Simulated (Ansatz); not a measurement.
**SiO2: stress in a strained cell**

SiO2 is deformed so: equal xx and yy strain of -2 %. What stress and forces result, by LAPW, PAW and all-electron datasets made for the crystal?

Program: Ansatz 0.2.0. Level of theory: DFT PBE, scalar-relativistic. These are calculated values, not measurements.

## (1) The system as given

It takes space group P4_2/mnm (No. 136, tetragonal). The conventional cell has a = 4.180 Å, b = 4.180 Å, c = 2.668 Å, α = 90.00°, β = 90.00°, γ = 90.00°. Around Si (site symmetry mmm) lie 6 O at 1.76 to 1.81 Å. O (site symmetry m2m) has 3 Si at 1.76 to 1.81 Å as nearest neighbours.

Coordinates:

```cif
data_structure
_symmetry_space_group_name_H-M 'P 1'
_symmetry_Int_Tables_number 1
_cell_length_a 4.1801
_cell_length_b 4.1801
_cell_length_c 2.6678
_cell_angle_alpha 90.000
_cell_angle_beta 90.000
_cell_angle_gamma 90.000
_cell_volume 46.62
loop_
_atom_site_label
_atom_site_type_symbol
_atom_site_fract_x
_atom_site_fract_y
_atom_site_fract_z
_atom_site_occupancy
Si1 Si 0.00000 0.00000 0.00000 1
Si2 Si 0.50000 0.50000 0.50000 1
O1 O 0.30670 0.30670 0.00000 1
O2 O 0.19330 0.80670 0.50000 1
O3 O 0.69330 0.69330 0.00000 1
O4 O 0.80670 0.19330 0.50000 1
```

Atoms are numbered in the order of the input: Si1, Si2, O3, O4, O5, O6.

## (2) After the deformation

Space group P4_2/mnm before, P4_2/mnm after.

## (3) Full-potential LAPW

The input, input.yaml:

```yaml
crystal:
  lattice:
    - [4.096498, 0.0, 0.0]
    - [0.0, 4.096498, 0.0]
    - [0.0, 0.0, 2.6678]
  atoms:
    - { symbol: Si, position: [0.0, 0.0, 0.0] }
    - { symbol: Si, position: [0.5, 0.5, 0.5] }
    - { symbol: O, position: [0.3067, 0.3067, 0.0] }
    - { symbol: O, position: [0.1933, 0.8067, 0.5] }
    - { symbol: O, position: [0.6933, 0.6933, 0.0] }
    - { symbol: O, position: [0.8067, 0.1933, 0.5] }
kpoints:
  mp_grid: { grid: [6, 6, 9] }
  band_path:
    path:
      - [0.0, 0.0, 0.0]
      - [0.0, 0.5, 0.0]
      - [0.5, 0.5, 0.0]
      - [0.0, 0.0, 0.0]
      - [0.0, 0.0, 0.5]
      - [0.0, 0.5, 0.5]
      - [0.5, 0.5, 0.5]
      - [0.0, 0.0, 0.5]
      - [0.0, 0.5, 0.0]
    npoints: 5
scf:
  occupations: { method: fermi_dirac, width: 0.03 }
hamiltonian:
  xc: pbe
  pseudopotentials: { kind: all_electron, lapw: { basis_error: 0.001 } }
output:
  forces: true
  stress: true
  eigenvalues: true
```

The run is started by

```console
$ ansatz run input.yaml --threads 2 --pin off --max-ram 6144MiB --backend cpu --events-out ev --progress --plain --runs-dir out
```

## (4) Frozen-core PAW

The input, input.yaml:

```yaml
crystal:
  lattice:
    - [4.096498, 0.0, 0.0]
    - [0.0, 4.096498, 0.0]
    - [0.0, 0.0, 2.6678]
  atoms:
    - { symbol: Si, position: [0.0, 0.0, 0.0] }
    - { symbol: Si, position: [0.5, 0.5, 0.5] }
    - { symbol: O, position: [0.3067, 0.3067, 0.0] }
    - { symbol: O, position: [0.1933, 0.8067, 0.5] }
    - { symbol: O, position: [0.6933, 0.6933, 0.0] }
    - { symbol: O, position: [0.8067, 0.1933, 0.5] }
kpoints:
  mp_grid: { grid: [6, 6, 9] }
scf:
  occupations: { method: fermi_dirac, width: 0.03 }
hamiltonian:
  xc: pbe
  pseudopotentials: { kind: paw }
output:
  forces: true
  stress: true
  eigenvalues: true
  efg: { contact_densities: true }
```

## (5) Datasets made for this crystal

Changes to input.yaml since step 4:

```diff
@@ -18,3 +18,3 @@
   xc: pbe
-  pseudopotentials: { kind: paw }
+  pseudopotentials: { kind: all_electron, datasets: crystal }
 output:
```

(Steps that only read results are left out.)

Before running it: what results should come out? Wanted: pressure; largest shear or deviatoric stress.

The runs gave:

| quantity | value |
| --- | --- |
| pressure | LAPW 24.85, PAW 24.90, crystal datasets 24.85 GPa |
| largest shear or deviatoric stress (LAPW) | 4.26 GPa |

**Reading.** The largest part of the stress beyond the pressure is 4.26 GPa in size, in the zz component; the atoms are carried along and not relaxed. No run of the undeformed cell stands beside it, so the pressure holds what the given cell had before the change. PAW: stress within 0.06 GPa of LAPW, forces within 3 meV/Å. Crystal datasets: stress within 0.01 GPa of LAPW, forces within 1 meV/Å.
